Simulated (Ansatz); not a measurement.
**From the elastic tensor of Pt at 35 GPa (stress–strain coefficients) to moduli and sound speeds**

Level of theory: Ansatz 0.2.0, DFT PBE, scalar-relativistic, plane waves, PAW. Plane waves to 420 eV; Γ-centred k mesh 18×18×10; Fermi-Dirac smearing of 0.15 eV. No spin polarisation.

Symmetry: P6_3/mmc, No. 194, hexagonal system. Conventional cell: a = 2.683 Å, b = 2.683 Å, c = 4.544 Å, α = 90.00°, β = 90.00°, γ = 120.00°. Pt (site symmetry -6m2) has 12 Pt at 2.68 to 2.75 Å as nearest neighbours.

In a metal, frequencies and elastic constants depend on the k mesh and the smearing, soft modes and shear constants most. Spin–orbit coupling is left out, which can shift energies with elements as heavy as these. Other phases may be more stable at this pressure.

Relaxed-ion constants (GPa, on the Cartesian axes of the calculation):
```
610.9 344.8 310.0   0.0   0.0   0.0
344.8 610.9 310.0   0.0   0.0   0.0
310.0 310.0 594.6   0.0   0.0   0.0
  0.0   0.0   0.0  52.2   0.0   0.0
  0.0   0.0   0.0   0.0  52.2   0.0
  0.0   0.0   0.0   0.0   0.0 133.0
```

Density 22.873 g/cm³; 2 atoms in 28.33 Å³.

The values that follow are for a polycrystal of randomly turned grains, by Hill's mean where one number stands. In a crystal this anisotropic the Voigt and Reuss bounds lie far apart, so Hill's mean and the sound speeds and Debye temperature from it are rough.

```
Bulk modulus, Voigt / Reuss / Hill          : 416.2 / 415.6 / 415.9 GPa
Shear modulus, Voigt / Reuss / Hill         : 104.2 / 83.3 / 93.8 GPa
Young's modulus                             : 262 GPa
Poisson ratio                               : 0.395
Pugh ratio B/G                              : 4.43
Universal anisotropy index                  : 1.26
Longitudinal and transverse sound speeds    : 4863 and 2025 m/s
Debye temperature from the mean sound speed : 282 K
```

This form isn't the element's structure at ambient conditions.

Cost: 1 run of about 15 core-minutes, on Arm Neoverse V1 (shared hosts).

Hexagonal Pt at this pressure resists compression far more than shear, and its anisotropy lies mainly in the shear response. The softest constant, 52.2 GPa, belongs to the sliding of close-packed layers over one another, while shear within the layers meets 133.0 GPa. Compression is nearly isotropic by comparison, though the c axis yields somewhat more readily than a, in keeping with the longer contacts between layers.

The large bulk modulus reflects d-band cohesion together with the steep repulsion between nearly filled d shells at short distance. The off-diagonal constants exceed the corresponding shear constants by much more than pressure alone would give for central pair forces, which points to many-body metallic bonding with little angular stiffness. The high Pugh ratio fits this picture and suggests ductility, but it says nothing direct about dislocation motion or fracture.

The tensor meets the elastic stability conditions, so the lattice withstands small homogeneous strains; stability against phonons of finite wavelength doesn't follow from that.
